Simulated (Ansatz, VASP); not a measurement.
# One calculation of Si, two programs

```
Si
1.0
     0.00000    2.72770    2.70812
     2.72770    0.00000    2.70812
     2.72770    2.72770    0.00000
Si
2
Cartesian
  0.0000 0.0000 0.0000
  1.3638 1.3638 1.3541
```

Alike in both runs: task single point; functional PBEsol; k mesh 10 × 10 × 10; no spin polarisation.

|  | VASP | Ansatz |
| --- | --- | --- |
| version | VASP 6.6.1 | Ansatz 0.2.0 |
| potentials or method | VASP PAW PBE potentials, release 64 (Si) | scalar-relativistic, plane waves, PAW |
| plane-wave cutoff (eV) | 520 | 420 |
| occupations | gaussian, width 0.01 eV | fixed |
| valence electrons in the cell | 8 | 8 |

|  | VASP | Ansatz | Ansatz less VASP |
| --- | --- | --- | --- |
| gap on the k mesh at the Fermi level (eV) | 0.40 | 0.41 | +0.005 |
| least direct gap on the mesh (eV) | 2.46 | 2.47 | +0.003 |

 PBEsol gaps usually lie below the measured ones, often by a third to a half. A k mesh can miss the band edges.
